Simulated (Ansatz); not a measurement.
Runs of Ansatz 0.2.0 on Sn. The structure is cubic, space group Fd-3m (No. 227). Conventional cell: a = 6.467 Å, b = 6.467 Å, c = 6.467 Å, α = 90.00°, β = 90.00°, γ = 90.00°. Sn (site symmetry -43m) has 4 Sn at 2.80 Å as nearest neighbours. This isn't the form of Sn at room conditions, which is tetragonal (white tin).

```csv
task,level,spin,cell,k mesh,cutoff (eV),smearing,points for each segment of the path,gap on the mesh (eV),pressure (GPa),relaxed volume (Å³/atom)
relaxation of cell and atoms,RPBE+D4,off,relaxed,7 × 7 × 7,420,fermi-dirac 0.05 eV,-,-,0.0,35.32
relaxation of cell and atoms,BLYP,off,relaxed,7 × 7 × 7,420,fermi-dirac 0.05 eV,-,-,0.0,(b)
relaxation of cell and atoms,revPBE,off,relaxed,7 × 7 × 7,420,fermi-dirac 0.05 eV,-,none,0.0,(a)
band structure,r2SCAN,"SOC, no magnetisation",as given,5 × 5 × 5,500,fermi-dirac 0.05 eV,14,none,2.4,-
electron localisation function,LDA,off,as given,7 × 7 × 7,420,methfessel-paxton 0.1 eV,-,none,0.1,-
```

Alike in all rows: potentials or basis Ansatz PAW.

**Question.** Fill in the values left out.

**Answer.** (a) 37.81; (b) 39.62.

Caveats: the PAW data sets come from PBE, with cores solved anew for the run's functional, which leaves a small shift of forces and pressure; the plane-wave basis is chosen anew once the cell has moved, so the energies of steps on either side of that aren't comparable (some runs); the volume moved by over 15 % at a fixed basis, so the end points are rough (some runs); the volume moved by +17 % from the deposited cell, more than functionals usually miss (some runs); the volume moved by +12 % from the deposited cell, more than functionals usually miss (some runs).

A k mesh can miss the band edges, and rows without SOC leave out spin-orbit coupling on Sn.

A gap of «none» marks a metal or a gap under the smearing width.

Runs at the PBE level aren't shown here.
